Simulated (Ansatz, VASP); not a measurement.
NaF: VASP beside Ansatz

Contents of INCAR:

```
SYSTEM = NaF
PREC = Accurate ; ENCUT = 520
EDIFF = 1E-8 ; ISMEAR = -1
SIGMA = 0.02 ; LREAL = .FALSE.
LASPH = .TRUE. ; NELM = 60
ALGO = Normal ; ISIF = 2
LWAVE = .FALSE. ; LCHARG = .FALSE.
LEFG = .TRUE. ; NBANDS = 14
```

File KPOINTS:

```
Automatic mesh
0
G
  10 10 10
  0 0 0
```

POSCAR

```
NaF
1.0
    0.0000000000      2.3688664703      2.3688664703
    2.3688664703      0.0000000000      2.3688664703
    2.3688664703      2.3688664703      0.0000000000
Na F
1 1
Direct
    0.0000000000      0.0000000000      0.0000000000
    0.5000000000      0.5000000000      0.5000000000
```

Input for Ansatz:

```yaml
crystal:
  lattice:
    - [0.0, 2.3688664703, 2.3688664703]
    - [2.3688664703, 0.0, 2.3688664703]
    - [2.3688664703, 2.3688664703, 0.0]
  atoms:
    - { symbol: Na, position: [0.0, 0.0, 0.0] }
    - { symbol: F, position: [0.5, 0.5, 0.5] }
kpoints:
  mp_grid: { grid: [10, 10, 10] }
scf:
  occupations: { method: fermi_dirac, width: 0.02 }
hamiltonian:
  xc: lda
  pseudopotentials: { kind: paw }
output:
  forces: true
  stress: true
  eigenvalues: true
  efg: { contact_densities: true }
```

Change from the starting cell: volume scaled by 1.06, PAW files.

Alike in both runs: task electric field gradients; functional LDA; k mesh 10 × 10 × 10; occupations fermi-dirac, width 0.02 eV; no spin polarisation.

```csv
,VASP,Ansatz
version,VASP 6.6.1,Ansatz 0.2.0
potentials or method,"VASP PAW LDA potentials, release 64 (Na_pv, F)","PAW with Ansatz's default frozen-core files, scalar-relativistic"
plane-wave cutoff (eV),520,420
valence electrons in the cell,14,16
```

|  | VASP | Ansatz | Ansatz less VASP |
| --- | --- | --- | --- |
| gap on the k mesh at the Fermi level (eV) | 5.62 | 5.64 | +0.021 |
| pressure (GPa) | -6.7 | -6.5 | +0.11 |
| Vzz of the field gradient on the site that differs most (V/Å²) | 0.0 | 0.0 | 0.00 |

The two sets of potentials don't hold the same shells in valence.

A k mesh can miss the band edges.
